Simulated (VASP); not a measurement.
Wanted: the native input for a VASP 6.6.1 run.

```yaml
Task: single point
Functional: PBEsol
Potentials_or_basis: VASP PAW PBE potentials, release 64 (Au)
Cutoff: 520 eV
k_mesh: 24 × 24 × 24
Occupations: gaussian, width 0.1 eV
Spin: no spin polarisation
Dipole_correction: no
Further_INCAR_settings: ALGO = Fast; EDIFF = 1e-07; NBANDS = 12
```

The structure of Au lies in POSCAR:

```
Au
1.0
    0.0000000000      2.0423970018      2.0417466241
    2.0401316819      0.0000000000      2.0417466241
    2.0401316819      2.0423970018      0.0000000000
Au
1
Direct
    0.5000000000      0.5000000000      0.5000000000
```

The cell was built by a generator and needn't be a form met in nature.

These files were run (other wordings do the same):

INCAR

```
ALGO = Fast ; EDIFF = 1E-7
ENCUT = 520 ; GGA = PS
ISIF = 2 ; ISMEAR = 0
LASPH = T ; LCHARG = T
LELF = T ; LREAL = F
LVHAR = T ; LWAVE = F
NBANDS = 12 ; NELM = 100
PREC = Accurate ; SIGMA = 0.1
```

KPOINTS

```
k-points
0
Gamma
  24 24 24
```

Potentials or basis: VASP PAW PBE potentials, release 64 (Au).

The run is started by

```sh
$ cat potpaw_PBE.64/Au/POTCAR > POTCAR
$ mpirun -np 1 vasp_std > vasp.out
```

Results of the run:

* Pressure: -0.2 GPa
* Band gap on the k mesh: none (metal or under the smearing width)

Caveat: the PAW data sets were made with another functional, which shifts forces and pressure a little.

Wall time 2.6 min on 1 thread of Intel(R) Xeon(R) 6975P-C (Granite Rapids) (shared host), peak memory 0.48 GiB.
